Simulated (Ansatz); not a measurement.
A series in volume scale on MoS₂

Results calculated with Ansatz 0.2.0, not measured. Periodic Kohn-Sham DFT of a crystal at fixed atoms, scaled to volume_scale times the given cell; pressure positive in compression, energy less spherical unpolarised free atoms, largest_vzz the field gradient of largest size among the nuclei.

The cell before it is scaled or strained (space group R3m, No. 160):
```
cell vectors (Å)
   1.5815     0.9131     6.1233
  -1.5815     0.9131     6.1233
   0.0000    -1.8262     6.1233
atoms (fractions of the cell vectors)
Mo  0.00000  0.00000  0.00000
S   0.74840  0.74840  0.74840
S   0.58490  0.58490  0.58490
```

Settings of every row: method all-electron LAPW; functional PBEsol; relativity scalar; k mesh 13x13x13; filling fermi-dirac; smearing width 0.05 eV; basis error target 0.5 meV/atom; nucleus gaussian.

Atom start moment: 0 on all atoms.

Limits: a layered crystal: even scaling strains the bonds within the layers, so this curve is stiffer than the crystal under pressure.

```
row  volume scale  V (Å³/atom)  energy less free atoms (eV/atom)  pressure (GPa)
  1          0.94       16.624                           -7.7103          16.163
  2          0.96       16.978                            -7.741          11.769
  3          0.98       17.331                           -7.7626           7.814
  4          0.99       17.508                                 ?               ?
  5             1       17.685                           -7.7758           4.253
  6          1.01       17.862                           -7.7796           2.607
  7          1.02       18.039                           -7.7816           1.046
  8          1.04       18.392                           -7.7807          -1.841
  9          1.06       18.746                           -7.7737           -4.44
```

Question: what energy less free atoms and pressure should row 4 give?

Worked fit of energy less free atoms. Take u = (V_r/V)^(2/3) − 1 with V_r = 17.773 Å³ an atom, which is twice the finite (Eulerian) strain; such expansions in the strain, on which the Birch-Murnaghan equation of state is built, carry the rest volume and the bulk modulus. The shown rows have u = 0.04556, 0.03098, 0.01693, 0.00331, -0.00332, -0.00985, -0.02257, -0.03491. Least squares give energy less free atoms = −7.77794 + 0.5742 × u + 19.964 × u² eV/atom; a straight line predicts inner rows, each left out in turn, worse (root mean square 0.01 against 6.9e-05 eV/atom). The rows lie off it by 0.0000, 0.0000, -0.0001, 0.0000, 0.0000, 0.0001, 0.0000, 0.0000. Its lowest point lies at u = -0.0144, or V = 18.16 Å³ an atom, and the curvature there gives the bulk modulus at fixed shape and fractions, B = (4/9)(1 + u)² E″(u)/V = 152 GPa. Letting shape and atoms relax would as a rule lower it, by much in layered, chain or molecular crystals. The withheld row has u = 0.01007, so the fit gives −7.77794 + 0.5742 × (0.01007) + 19.964 × (0.01007)² = -7.7701 eV/atom.

The calculation gave -7.7702 eV/atom. The fit lies 0.0001 eV/atom (0.14 % of the column's range) above it, one unit of the last digit.

Worked fit of pressure. Take u = (V_r/V)^(2/3) − 1 with V_r = 17.773 Å³ an atom, which is twice the finite (Eulerian) strain; such expansions in the strain, on which the Birch-Murnaghan equation of state is built, carry the rest volume and the bulk modulus. The shown rows have u = 0.04556, 0.03098, 0.01693, 0.00331, -0.00332, -0.00985, -0.02257, -0.03491. Least squares give pressure = 3.4233 + 248.06 × u + 670.56 × u² + 495 × u³ GPa; a parabola predicts inner rows, each left out in turn, worse (root mean square 0.0086 against 0.0036 GPa). The rows lie off it by -0.001, 0.003, -0.004, 0.001, 0.000, 0.002, -0.001, 0.000. The pressure vanishes at u = -0.0144, or V = 18.16 Å³ an atom, and there the bulk modulus at fixed shape and fractions is B = −V dP/dV = (2/3)(1 + u) dP/du = 151 GPa. Letting shape and atoms relax would as a rule lower it, by much in layered, chain or molecular crystals. The withheld row has u = 0.01007, so the fit gives 3.4233 + 248.06 × (0.01007) + 670.56 × (0.01007)² + 495 × (0.01007)³ = 5.990 GPa.

The calculation gave 5.986 GPa. The fit lies 0.004 GPa (0.019 % of the column's range) above it; its largest miss of a shown row is 0.004 GPa.
